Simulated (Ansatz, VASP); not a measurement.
# One calculation of H, two programs

```xyz
2
Lattice="-1.6915 1.6915 2.0585 1.6915 -1.6915 2.0585 1.6915 1.6915 -2.0585" Properties=species:S:1:pos:R:3 pbc="T T T"
H     0.0000    0.0000    0.3711
H     0.0000    0.0000    3.7459
```

Alike in both runs: task single point; functional PBE; k mesh 11 × 11 × 11; occupations fermi-dirac, width 0.05 eV; no spin polarisation.

|  | VASP | Ansatz |
| --- | --- | --- |
| version | VASP 6.6.1 | Ansatz 0.2.0 |
| potentials or method | VASP PAW PBE potentials, release 64 (H) | Ansatz PAW |
| plane-wave cutoff (eV) | 520 | 420 |
| valence electrons in the cell | 2 | 2 |

Ansatz gave:

* gap on the k mesh at the Fermi level (eV): 9.05
* least direct gap on the mesh (eV): 9.84
* pressure (GPa): 0.9
* largest component of the traceless stress (GPa): 0.96
* rms of the force components (eV/Å): 0.160

Task: Which values does VASP return?

Result: gap on the k mesh at the Fermi level (eV): 9.05; least direct gap on the mesh (eV): 9.84; pressure (GPa): 0.6; largest component of the traceless stress (GPa): 0.88; rms of the force components (eV/Å): 0.152.

Atom by atom the forces differ by 0.007 eV/Å (rms over components). The functional is the same, so the differences come from potentials, cutoffs and numerics.

Caveats: an odd mesh through Γ misses points on the zone boundary, where band edges often lie (VASP); odd divisions of the mesh miss points on the zone boundary, where band edges often lie, so the gap on the mesh can be too wide (Ansatz). PBE gaps usually lie below the measured ones, often by a third to a half.
